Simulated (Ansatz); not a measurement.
The calculation used DFT, revPBE, plane waves (420 eV) with PAW, scalar-relativistic (Ansatz). (PAW data from PBE, frozen cores regenerated.)

An element in the diamond structure gives this curve. The cell is scaled uniformly from the relaxed one, with fractional coordinates and shape fixed. Energies are extrapolated to zero smearing, pressures are those at the given smearing. Magnetic state: spin not included.

```tsv
V (Å³/atom)	E − E₀ (meV/atom)	P (GPa)
7.427	77.3	27.36
7.764	31.8	16.48
8.102	7.2	7.45
8.439	0.0	-0.06
8.777	7.2	-6.31
9.115	26.5	-11.54
9.452	55.8	-15.88
```

(1) Which element is it?
A. manganese
B. carbon
C. nickel
D. boron

Answers

(1) D. Its fit is V₀ = 8.43 Å³/atom, B₀ = 172 GPa, B₀′ = 3.6.
